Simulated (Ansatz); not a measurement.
CsCl at 4 GPa: from Born charge to LO–TO splitting and polaron coupling

Method: Ansatz 0.2.0, DFT LDA, scalar-relativistic, plane waves, PAW. Settings: 420 eV plane-wave cutoff, Γ-centred 6×6×6 mesh, fixed occupations. No spin polarisation. Phonons by linear response, acoustic sum rule imposed.

The cell, relaxed at 4 GPa:
Space group Pm-3m (No. 221). a = 3.816 Å, b = 3.816 Å, c = 3.816 Å, α = 90.00°, β = 90.00°, γ = 90.00°
| atom | site | symmetry | x | y | z |
| --- | --- | --- | --- | --- | --- |
| Cs | 1a | m-3m | 0.0000 | 0.0000 | 0.0000 |
| Cl | 1b | m-3m | 0.5000 | 0.5000 | 0.5000 |

Spin–orbit coupling is left out, which matters for heavy elements.

Linear response gives ν_TO = 149.9 cm⁻¹, Born charges ±1.383 e (positive on Cs) and ε∞ = 3.444. The primitive cell holds 55.563 Å³, and the masses are 132.905 and 35.450 amu.

Question: Find ν_LO and the static dielectric constant.

Answer: The long-wave field adds a restoring force: ω_LO² − ω_TO² = Z*²e²/(ε_vac ε∞ μV). In these units ν_LO² − ν_TO² = 4.92064×10⁷ Z*²/(μ V ε∞) cm⁻², with μ = m₁m₂/(m₁ + m₂) = 27.985 amu: 17578 cm⁻². So ν_LO = √(149.9² + 17578) = 200.1 cm⁻¹, and the run gives 200.1. Lyddane–Sachs–Teller then gives ε0 = ε∞ (ν_LO/ν_TO)² = 6.14, against 6.14 in the run (it forms both from the same three quantities, so the match checks the arithmetic only). Between ν_TO and ν_LO the dielectric function is negative and an undamped crystal reflects fully: a reststrahlen band from 50.0 to 66.7 μm.

Question: What do the Clausius–Mossotti polarisability and the Szigeti charge come to?

Answer: With the Lorentz local field, α = (3V/4π)(ε∞ − 1)/(ε∞ + 2) = 5.95 Å³ for the pair, and e_S = 3Z*/(ε∞ + 2) = 0.76 e. The Born charge includes the electrons' response to the dipole's own local field, and e_S takes that enhancement out. The Lorentz field assumes point-like polarisable ions, a fair picture at this small ε∞.

Question: How strongly does a slow electron couple to the LO mode?

Answer: For one isotropic parabolic band, Fröhlich's constant is α_F = (1/ε∞ − 1/ε0) √(m* Ry/ħω_LO), with Ry = 13.606 eV, ħω_LO = 24.8 meV and m* in free-electron masses: α_F = 0.1275 × 23.42 × √m* = 2.98 √m*. The band mass isn't part of this run; for m* = 0.1, 0.3 and 1 it gives 0.94, 1.63, 2.98. In weak coupling the polaron lies α_F ħω_LO below the band edge (41 meV at m* = 0.3) with a mass m*(1 + α_F/6); past α_F of about 5 or 6 that expansion fails. A semilocal functional's ε∞ tends to be too large, which taken alone lowers α_F.